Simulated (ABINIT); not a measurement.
The system is TiTe2.

```
Te Ti
1.0
     3.77700    0.00000    0.00000
    -1.88850    3.27098    0.00000
     0.00000    0.00000    6.49800
Te Ti
2 1
Cartesian
  0.0000 2.1807 4.7903
  1.8885 1.0903 1.7077
  0.0000 0.0000 0.0000
```

Base run:

| Property | Result |
| --- | --- |
| Program | ABINIT 10.8.3 (patched build) |
| Functional | LDA |
| Potentials or basis | JTH PAW LDA v2.0 |
| Cutoff | 408 eV |
| k mesh | 8 × 8 × 4 |
| Occupations | fermi-dirac, width 0.05 eV |
| Spin | no spin polarisation |

Its results: band gap on the k mesh none (metal or under the smearing width); pressure -3.9 GPa; largest force 0.285 eV/Å.

The run is repeated on the same cell with these changes: k mesh from 8 × 8 × 4 to 3 × 3 × 2. What comes out?

Band gap on the k mesh none (metal or under the smearing width); pressure -3.5 GPa; largest force 0.365 eV/Å.

Caveats: some runs use coarse meshes.

Not every run made on this cell is shown here.
